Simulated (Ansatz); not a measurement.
**H interstitial in MgF2**

Level of theory: DFT PBE, scalar-relativistic, plane waves, PAW in Ansatz 0.2.0. Run with 420 eV cutoff, 2×2×2 k-mesh, shifted by half a step, Gaussian smearing of 0.01 eV, collinear spin in charge 0 alone.

Host crystal, relaxed:

```
CELL_PARAMETERS angstrom
4.69758 0.00000 0.00000
0.00000 4.69758 0.00000
0.00000 0.00000 3.09299
ATOMIC_POSITIONS crystal
Mg 0.50000 0.50000 0.50000
Mg 0.00000 0.00000 0.00000
F 0.69643 0.69643 0.00000
F 0.80357 0.19643 0.50000
F 0.30357 0.30357 0.00000
F 0.19643 0.80357 0.50000
```

Supercell of 48 atoms, rows in host cell vectors: 1 1 2; 1 -1 -2; -1 1 -2. Atoms relax at the host's cell, keeping the symmetry that the supercell leaves at the site. The cell is small, so energies carry finite-size errors of tenths of an eV. The host's Kohn–Sham gap is 6.84 eV. Atoms are taken from and returned to the elements' standard states. Charged cells are corrected for image charges with the computed static dielectric tensor (mean 5.6) and aligned with the host's potential at far atoms (alignment terms reach 0.09 eV). No band-filling term is added, and the Fermi level counts from the host's valence band top.

Defect: H interstitial at (0.000, 0.500, 0.250) of the host cell.

What is the formation energy of the neutral defect?

3.13 eV.

Does the neutral defect carry a moment, and how do its surroundings relax?

It changes the cell's moment by 1.00 μB. The nearest neighbours before are 4 F at 1.87 Å; after relaxation the atoms near the site are 4 F at 2.04 Å, 4 Mg at 2.50 Å; the largest move is 0.18 Å.

Charges +1, 0, -1 were computed. Which is stable where in the gap?

Among the charges computed the stable one is +1 at the valence band top, changing to 0 at 4.14 eV, changing to -1 at 4.93 eV. Other sites of the defect weren't tried. Levels between neighbouring charges: (+1/0) 4.14 eV, (0/-1) 4.93 eV.